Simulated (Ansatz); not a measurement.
Clusters are cut from relaxed bulk InP (F-43m, 26.46 Å³/atom, gap on the mesh 0.44 eV) and relaxed in a periodic box with vacuum; the excess energy counts from that bulk.

These are results of DFT PBE, scalar-relativistic, plane waves, PAW in Ansatz 0.2.0, not measurements.

Settings: cutoff 420 eV, Γ-centred mesh 1×1×1 on the computed 6-atom cell, Gaussian smearing of 0.05 eV; collinear spin from starting moments 0.4 0.4 0.4 0.4 0.4 0.4 μB.

Start (P3In3, sphere cut, shaken):

```
CELL_PARAMETERS angstrom
13.00000 0.00000 0.00000
0.00000 13.30000 0.00000
0.00000 0.00000 13.60000
ATOMIC_POSITIONS crystal
P 0.44213 0.44670 0.66884
In 0.32808 0.55441 0.56036
P 0.44600 0.66886 0.44560
In 0.55660 0.33315 0.55581
P 0.67473 0.44530 0.44080
In 0.55491 0.55560 0.34130
```

**Question.** What does the relaxation give?

**Answer.** The free energy falls by 330 meV/atom.

```
excess energy (eV per host atom)                      : 1.019
gap on the mesh (eV)                                  : 0.55
highest filled level or Fermi level under vacuum (eV) : 5.09
size of the moment (μB per cell)                      : 0.00
```

Relaxed structure:
```
CELL_PARAMETERS angstrom
13.00000 0.00000 0.00000
0.00000 13.30000 0.00000
0.00000 0.00000 13.60000
ATOMIC_POSITIONS crystal
P 0.42070 0.42113 0.67355
In 0.38035 0.54845 0.54949
P 0.41329 0.67202 0.42055
In 0.55863 0.38941 0.55662
P 0.66635 0.40969 0.41169
In 0.56313 0.56333 0.40082
```

Each run keeps its start's symmetry and one magnetic start, so lower states can exist.

Time: 110 s on 4 threads of Intel(R) Xeon(R) Platinum 8375C CPU @ 2.90GHz (Ice Lake), on a shared host, peak memory 1.8 GiB.